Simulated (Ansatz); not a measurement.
The system is BN.

```
N B
1.0
     1.25112    0.72234    3.37293
    -1.25112    0.72234    3.37293
     0.00000   -1.44467    3.37293
N B
1 1
Direct
  0.66724 0.66724 0.66724
  0.00033 0.00033 0.00033
```

The cell is a database's computed one.

```yaml
Program: Ansatz 0.2.0
Task: relaxation of cell and atoms
Functional: PBE
Potentials_or_basis: Ansatz PAW
Cutoff: "420 eV (not typed: the program's choice for these potentials)"
k_mesh: 12 × 12 × 12
Occupations: fermi-dirac, width 0.05 eV
Spin: no spin polarisation
```

At the start: volume 9.14 Å³/atom.

Task: Where does the relaxation end?

Result: It ends after 25 steps and the volume is 11.42 Å³/atom (+24.9 %); space group R3m (No. 160, to 0.05 Å).

Step by step:
```
step  energy change (eV)  largest force (eV/Å)  volume (Å³)
   1              0.0000                0.0030        18.29
   2             -0.0054                0.0079        19.09
   3             -0.0050                0.0056        19.54
   4             -0.0049                0.0020        19.55
   5             -0.0136                0.0022        19.55
   6             -0.0140                0.0005        20.05
   7             -0.0128                0.0102        20.53
   8             -0.0126                0.0004        20.58
   9             -0.0188                0.0006        20.58
  10             -0.0181                0.0001        21.03
  11             -0.0170                0.0002        21.32
  12             -0.0207                0.0004        21.32
  13             -0.0197                0.0002        21.70
  14             -0.0192                0.0001        21.84
  15             -0.0214                0.0001        21.84
  16             -0.0209                0.0001        22.05
  17             -0.0203                0.0000        22.22
  18             -0.0218                0.0000        22.22
  19             -0.0211                0.0001        22.46
  20             -0.0209                0.0001        22.50
  21             -0.0220                0.0000        22.50
  22             -0.0214                0.0004        22.69
  23             -0.0220                0.0003        22.69
  24             -0.0216                0.0002        22.84
  25             -0.0221                0.0002        22.84
```

Final structure:
```xyz
2
Lattice="1.2561 0.7252 4.1793 -1.2561 0.7252 4.1793 0.0000 -1.4504 4.1793" Properties=species:S:1:pos:R:3 pbc="T T T"
N     0.0000    0.0000    8.3643
B     0.0000    0.0000    0.0056
```

Caveat: the volume moved by over 15 % at a fixed basis, so the end points are rough; the plane-wave basis is chosen anew once the cell has moved, so the energies of steps on either side of that aren't comparable; the pressure holds a Pulay correction of +0.5 GPa for the finite cutoff.
